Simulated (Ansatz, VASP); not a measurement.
This is a calculation of FeO (Wuestite) for Ansatz 0.2.0.

The input input.yaml:

```yaml
crystal:
  lattice:
    - [0.0, 2.1554, 2.1554]
    - [2.1554, 0.0, 2.1554]
    - [2.1554, 2.1554, 0.0]
  atoms:
    - { symbol: Fe, position: [0.0, 0.0, 0.0], spin: 3.0 }
    - { symbol: O, position: [0.5, 0.5, 0.5] }
hamiltonian:
  xc: pbe
  pseudopotentials: { kind: paw }
  dispersion: d4
magnetization:
  spin_polarized: true
kpoints:
  mp_grid: { grid: [8, 8, 8] }
scf:
  occupations: { method: fermi_dirac, width: 0.05 }
output:
  forces: true
  stress: true
  eigenvalues: true
relax:
  f_tol: 0.01
  max_steps: 40
  cell: { stress_tol: 0.05 }
```

Potentials or basis: Ansatz PAW.

Run with:

```console
$ ansatz run input.yaml --threads 2 --pin off --max-ram 5632MiB --backend cpu --events-out ev --progress --plain --runs-dir out
```

Question: Translate it to VASP 6.6.1. Potentials there: VASP PAW PBE potentials, release 64 (Fe, O).

Answer: As run (the cutoff follows the program's own potentials):

Contents of INCAR:

```
  ALGO = Fast
  EDIFF = 1E-6
  EDIFFG = -0.005
  ENCUT = 600
  GGA = PE
  IBRION = 2
  ISIF = 3
  ISMEAR = -1
  ISPIN = 2
  IVDW = 13
  LASPH = True
  LCHARG = False
  LMAXMIX = 4
  LORBIT = 11
  LREAL = False
  LWAVE = False
  MAGMOM = 3 0
  NELM = 120
  NSW = 40
  PREC = Accurate
  SIGMA = 0.05
```

The input KPOINTS:

```
k-points
0
Gamma
  8 8 8
```

Contents of POSCAR:

```
FeO
1.0
    0.0000000000      2.1554000000      2.1554000000
    2.1554000000      0.0000000000      2.1554000000
    2.1554000000      2.1554000000      0.0000000000
Fe O
1 1
Direct
    0.0000000000      0.0000000000      0.0000000000
    0.5000000000      0.5000000000      0.5000000000
```

Potentials or basis: VASP PAW PBE potentials, release 64 (Fe, O).

Command:

```console
$ cat potpaw_PBE.64/Fe/POTCAR potpaw_PBE.64/O/POTCAR > POTCAR
$ mpirun -np 1 vasp_std > vasp.out
```

Both were run:

|  | VASP | Ansatz | Ansatz less VASP |
| --- | --- | --- | --- |
| gap on the k mesh at the Fermi level, each at its own relaxed structure (eV) | none | none | - |
| net moment per atom (μB) | 2.00 | 2.00 | 0.000 |
| size of the moment on the site where the two differ most (μB) | 3.62 | 3.44 | -0.175 |
| relaxed volume (Å³/atom) | 9.84 | 9.84 | 0.000 |
| relaxed cell length with the largest relative difference (Å) | 3.031 | 3.030 | 0.0000 |
| energy change over the relaxation (meV/atom) | -3 | -3 | +0.1 |

Site moments also hang on the region over which each program counts them. A gap of «none» marks a metal or a gap that the smearing closes. The two sets of potentials don't hold the same shells in valence.

Caveats: a cell with one magnetic atom can't hold antiferromagnetic order, which such compounds often take; semilocal functionals often make such compounds metallic where correlation or magnetic order opens a gap, which also shifts bond lengths; pairwise dispersion overbinds metals, which lowers pressure and volume; the plane-wave basis is chosen anew once the cell has moved, so the energies of steps on either side of that aren't comparable (Ansatz); the pressure holds a Pulay correction of +0.7 GPa for the finite cutoff (Ansatz). With open d or f shells a metallic result of PBE can be an artefact of self-interaction; +U or a hybrid may open a gap.
